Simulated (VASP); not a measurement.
# Si (Pm-3m) in VASP: reference runs

How does Si come out in PBE? The cell is run as given.

Program: VASP 6.6.1. These are calculated values, not measurements. Logs are shortened: lines on timing, memory, paths and dates and some standing lists are left out, and cuts for length are marked.

## 1. Starting point

It takes space group Pm-3m (No. 221, cubic). The conventional cell has a = 2.532 Å, b = 2.532 Å, c = 2.532 Å, α = 90.00°, β = 90.00°, γ = 90.00°. Si (site symmetry m-3m) is surrounded by 6 Si at 2.53 Å.

The cell was built by a generator and needn't be a form met in nature.

## 2. Single point, PBE

INCAR reads:

```
ALGO = Normal
EDIFF = 1E-7
ENCUT = 520
GGA = PE
ISIF = 2
ISMEAR = -1
LASPH = T
LCHARG = F
LREAL = F
LWAVE = F
NBANDS = 8
NELM = 80
PREC = Accurate
SIGMA = 0.05
```

KPOINTS reads:

```
k-points
0
Gamma
  10 10 10
```

POSCAR reads:

```
Si
1.0
    2.5321100000      0.0000000000      0.0000000000
    0.0000000000      2.5321100000      0.0000000000
    0.0000000000      0.0000000000      2.5321100000
Si
1
Direct
    0.5000000000      0.5000000000      0.5000000000
```

Potentials or basis: VASP PAW PBE potentials, release 64 (Si).

On the command line:

```bash
> cat potpaw_PBE.64/Si/POTCAR > POTCAR
> mpirun -np 1 vasp_std > vasp.out
```

OUTCAR:

```text
EDIFF = 1E-7
   ENCUT = 520
   GGA = PE
   ISIF = 2
   ISMEAR = -1
   LASPH = T
   LREAL = F
   NELM = 80
   PREC = Accurate

 ion  position               nearest neighbor table
   1  0.500  0.500  0.500-

  LATTYP: Found a simple cubic cell.
 ALAT       =     2.5321100000

  Lattice vectors:

 A1 = (   2.5321100000,   0.0000000000,   0.0000000000)
 A2 = (   0.0000000000,   2.5321100000,   0.0000000000)
 A3 = (   0.0000000000,   0.0000000000,   2.5321100000)

Analysis of symmetry for initial positions (statically):
=====================================================================
 Subroutine PRICEL returns:
 Original cell was already a primitive cell.

 Routine SETGRP: Setting up the symmetry group for a
 simple cubic supercell.

 Subroutine GETGRP returns: Found 48 space group operations
 (whereof 48 operations were pure point group operations)
 out of a pool of 48 trial point group operations.

The static configuration has the point symmetry O_h .

Analysis of symmetry for dynamics (positions and initial velocities):
=====================================================================
 Subroutine PRICEL returns:
 Original cell was already a primitive cell.

 Routine SETGRP: Setting up the symmetry group for a
 simple cubic supercell.

 Subroutine GETGRP returns: Found 48 space group operations
 (whereof 48 operations were pure point group operations)
 out of a pool of 48 trial point group operations.

The dynamic configuration has the point symmetry O_h .

 Subroutine INISYM returns: Found 48 space group operations
 (whereof 48 operations are pure point group operations),
 and found     1 'primitive' translations

----------------------------------------------------------------------------------------

                                     Primitive cell

  volume of cell :      16.2348

  direct lattice vectors                    reciprocal lattice vectors
     2.532110000  0.000000000  0.000000000     0.394927551  0.000000000  0.000000000
     0.000000000  2.532110000  0.000000000     0.000000000  0.394927551  0.000000000
     0.000000000  0.000000000  2.532110000     0.000000000  0.000000000  0.394927551

  length of vectors
     2.532110000  2.532110000  2.532110000     0.394927551  0.394927551  0.394927551

  position of ions in fractional coordinates (direct lattice)
     0.500000000  0.500000000  0.500000000

  ion indices of the primitive-cell ions
   primitive index   ion index
                 1           1

----------------------------------------------------------------------------------------

 KPOINTS: k-points

Automatic generation of k-mesh.
 Grid dimensions read from file:
 generate k-points for:   10   10   10

 Generating k-lattice:

  Cartesian coordinates                     Fractional coordinates (reciprocal lattice)
     0.039492755  0.000000000  0.000000000     0.100000000  0.000000000  0.000000000
     0.000000000  0.039492755  0.000000000     0.000000000  0.100000000  0.000000000
     0.000000000  0.000000000  0.039492755     0.000000000  0.000000000  0.100000000

  Length of vectors
     0.039492755  0.039492755  0.039492755

  Shift w.r.t. Gamma in fractional coordinates (k-lattice)
     0.000000000  0.000000000  0.000000000

 Subroutine IBZKPT returns following result:
 ===========================================

 Found     56 irreducible k-points:

 Following reciprocal coordinates:
            Coordinates               Weight
  0.000000  0.000000  0.000000      1.000000
  0.100000  0.000000  0.000000      6.000000
  0.200000  0.000000  0.000000      6.000000
  0.300000  0.000000  0.000000      6.000000
  0.400000  0.000000  0.000000      6.000000
  0.500000  0.000000  0.000000      3.000000
[... 16 lines left out ...]
  0.200000  0.100000  0.100000     24.000000
  0.300000  0.100000  0.100000     24.000000
 [... further k-points ...]
   k-points           NKPTS =     56   k-points in BZ     NKDIM =     56   number of bands    NBANDS=      8
   number of dos      NEDOS =    301   number of ions     NIONS =      1
   total plane-waves  NPLWV =   8000
   dimension x,y,z NGX =    20 NGY =   20 NGZ =   20
   dimension x,y,z NGXF=    40 NGYF=   40 NGZF=   40
   ions per type =               1
   NGX,Y,Z   is equivalent  to a cutoff of  13.13, 13.13, 13.13 a.u.
   NGXF,Y,Z  is equivalent  to a cutoff of  26.26, 26.26, 26.26 a.u.
 SYSTEM =  unknown system
   PREC   = accura    normal or accurate (medium, high low for compatibility)
   ISTART =      0    job   : 0-new  1-cont  2-samecut
   ICHARG =      2    charge: 1-file 2-atom 10-const
   ISPIN  =      1    spin polarized calculation?
   LNONCOLLINEAR =      F non collinear calculations
   LSORBIT =      F    spin-orbit coupling
   LASPH  =      T    aspherical Exc in radial PAW
   ENCUT  =  520.0 eV  38.22 Ry    6.18 a.u.   4.71  4.71  4.71*2*pi/ulx,y,z
   NELM   =     80;   NELMIN=  2; NELMDL= -5     # of ELM steps
   EDIFF  = 0.1E-06   stopping-criterion for ELM
   LREAL  =      F    real-space projection
   EDIFFG = 0.1E-05   stopping-criterion for IOM
   NSW    =      0    number of steps for IOM
   IBRION =     -1    ionic relax: 0-MD 1-quasi-New 2-CG
   NFREE  =      0    steps in history (QN), initial steepest desc. (CG)
   ISIF   =      2    stress and relaxation
   ISYM   =      2    0-nonsym 1-usesym 2-fastsym
   POTIM  = 0.5000    time-step for ionic-motion
   TEBEG  =    0.0;   TEEND  =   0.0 temperature during run
   PSTRESS=    0.0 pullay stress
   NELECT =       4.0000    total number of electrons
   NUPDOWN=      -1.0000    fix difference up-down
   EMIN   =  10.00;   EMAX   =-10.00  energy-range for DOS
   EFERMI =   0.00;   METHOD = LEGACY
   ISMEAR =    -1;   SIGMA  =   0.05  broadening in eV -4-tet -1-fermi 0-gaus
   EFERMI_NEDOS =   21; number of points for ismear=-14 and -15
   IALGO  =     38    algorithm
   IMIX   =      4    mixing-type and parameters
     AMIX     =   0.40;   BMIX     =  1.00
     AMIX_MAG =   1.60;   BMIX_MAG =  1.00
  volume/ion in A,a.u.               =      16.23       109.56
  Fermi-wavevector in a.u.,A,eV,Ry     =   1.026311  1.939446 14.331207  1.053314
  Thomas-Fermi vector in A             =   2.160197
   LORBIT       =      0    0 simple, 1 ext, 2 COOP (PROOUT), +10 PAW based schemes
   GGA     = PE    functional components
   LHFCALC =     F    Hartree Fock is set to
   AEXX    =    0.0000 exact exchange contribution
   IVDW    =     0    specifies the selected vdW correction
   LEPSILON=     F    determine dielectric tensor
   LRPA    =     F    only Hartree local field effects (RPA)
 non-spin polarized calculation
  energy-cutoff  :      520.00
  volume of cell :       16.23
 maximum number of plane-waves:       461
 NGX is ok and might be reduce to    20
   NGX =  9   NGY =  9   NGZ =  9

 number of electron       4.0000000 magnetization

 Free energy of the ion-electron system (eV)
  ---------------------------------------------------
  ext. energy  EPLUGINS =         0.00000000
  ---------------------------------------------------
  free energy    TOTEN  =        -5.10886382 eV

  energy without entropy =       -5.10758723  energy(sigma->0) =       -5.10822552

 E-fermi :   8.2198     XC(G=0): -10.6045

 val. band max:        8.1469209673   @ k =   0.5000   0.5000   0.4000
 cond. band min:       8.5530267741   @ k =   0.4000   0.4000   0.4000
 fundamental gap:      0.4061058068
 Fermi energy:         8.2198134172

 k-point     1 :       0.0000    0.0000    0.0000
  band No.  band energies     occupation
      1      -4.9330      2.00000
      2      15.6814      0.00000
      3      15.6814      0.00000
      4      15.9086      0.00000
      5      15.9086      0.00000
      6      15.9086      0.00000
      7      23.8911      0.00000
      8      32.9261      0.00000

 k-point     2 :       0.1000    0.0000    0.0000
  band No.  band energies     occupation
      1      -4.7115      2.00000
      2      12.3567      0.00000
      3      15.8597      0.00000
      4      16.0918      0.00000
      5      16.0918      0.00000
      6      18.8737      0.00000
      7      24.7247      0.00000
      8      31.4427      0.00000

 k-point     3 :       0.2000    0.0000    0.0000
  band No.  band energies     occupation
      1      -4.0513      2.00000
      2       9.0151      0.00000
      3      16.3726      0.00000
      4      16.6350      0.00000
      5      16.6350      0.00000
      6      21.0522      0.00000
      7      27.1579      0.00000
      8      28.7317      0.00000

 k-point     4 :       0.3000    0.0000    0.0000
  band No.  band energies     occupation
      1      -2.9685      2.00000
      2       5.9558      2.00000
      3      17.1351      0.00000
      4      17.5087      0.00000
      5      17.5087      0.00000
      6      22.6983      0.00000
      7      26.0708      0.00000
      8      26.0708      0.00000

 k-point     5 :       0.4000    0.0000    0.0000
  band No.  band energies     occupation
      1      -1.5250      2.00000
      2       3.3083      2.00000
      3      17.9255      0.00000
      4      18.5922      0.00000
      5      18.5922      0.00000
      6      23.8667      0.00000
      7      23.8667      0.00000
      8      24.2905      0.00000
[... 177 lines left out ...]
 k-point    22 :       0.1000    0.1000    0.1000
  band No.  band energies     occupation
      1      -4.2692      2.00000
      2      12.2415      0.00000
      3      12.2415      0.00000
      4      14.6862      0.00000
      5      20.4774      0.00000
      6      20.4774      0.00000
      7      25.7144      0.00000
      8      29.5682      0.00000

 k-point    23 :       0.2000    0.1000    0.1000
  band No.  band energies     occupation
      1      -3.6100      2.00000
      2       9.3281      0.00000
      3      12.7895      0.00000
      4      14.8788      0.00000
      5      20.9549      0.00000
      6      23.0713      0.00000
      7      26.3655      0.00000
      8      26.5478      0.00000

 k-point    24 :       0.3000    0.1000    0.1000
  band No.  band energies     occupation
      1      -2.5288      2.00000
      2       6.3403      2.00000
      3      13.6454      0.00000
      4      15.7900      0.00000
      5      21.5976      0.00000
      6      23.3250      0.00000
      7      23.8493      0.00000
      8      25.9746      0.00000

 [... further k-points ...]
[... 5 lines left out ...]
  --------------------------------------------------------------------------------------
  -------------------------------------------------------------------------------------
  Total        0.0229542      0.0229542      0.0229542     -0.0000000     -0.0000000      0.0000000
  in kB        2.2653009      2.2653009      2.2653009     -0.0000000     -0.0000000      0.0000000
  external PRESSURE =       2.2653009 kB  Pullay stress =       0.0000000 kB

 VOLUME and BASIS-vectors are now :
 -----------------------------------------------------------------------------
  energy-cutoff  :      520.00
  volume of cell :       16.23
      direct lattice vectors                 reciprocal lattice vectors
     2.532110000  0.000000000  0.000000000     0.394927551  0.000000000  0.000000000
     0.000000000  2.532110000  0.000000000     0.000000000  0.394927551  0.000000000
     0.000000000  0.000000000  2.532110000     0.000000000  0.000000000  0.394927551

 POSITION                                       TOTAL-FORCE (eV/Angst)
 -----------------------------------------------------------------------------------
      1.26605      1.26605      1.26605         0.000000      0.000000      0.000000
 -----------------------------------------------------------------------------------
    total drift:                                0.000000     -0.000000     -0.000000

  FREE ENERGIE OF THE ION-ELECTRON SYSTEM (eV)
  ---------------------------------------------------
  free  energy   TOTEN  =        -5.1088638194 eV

  energy  without entropy=       -5.1075872276  energy(sigma->0) =       -5.10822552
```

Run time: 2.6 s. Hardware: 1 thread of Intel Xeon 6975P-C (Granite Rapids), shared host; peak memory 0.11 GiB.

What came out:

* Free energy: -5.1089 eV
* Pressure: 0.2 GPa
* Band gap on the k mesh: none (metal or under the smearing width)

Levels at points of the mesh, in eV from the Fermi level:
| k point | band 1 | band 2 | band 3 | band 4 | band 5 | band 6 | band 7 |
| --- | --- | --- | --- | --- | --- | --- | --- |
| (0.00, 0.00, 0.00) | -13.15 | 7.46 | 7.46 | 7.69 | 7.69 | 7.69 | 15.67 |
| (0.50, 0.00, 0.00) | -8.57 | -6.49 | 10.08 | 11.05 | 11.05 | 14.59 | 14.59 |
| (0.50, 0.50, 0.00) | -3.46 | -2.85 | -2.85 | 1.52 | 14.31 | 17.20 | 17.20 |
| (0.50, 0.50, 0.50) | 0.57 | 0.57 | 0.57 | 3.54 | 5.16 | 5.16 | 5.16 |
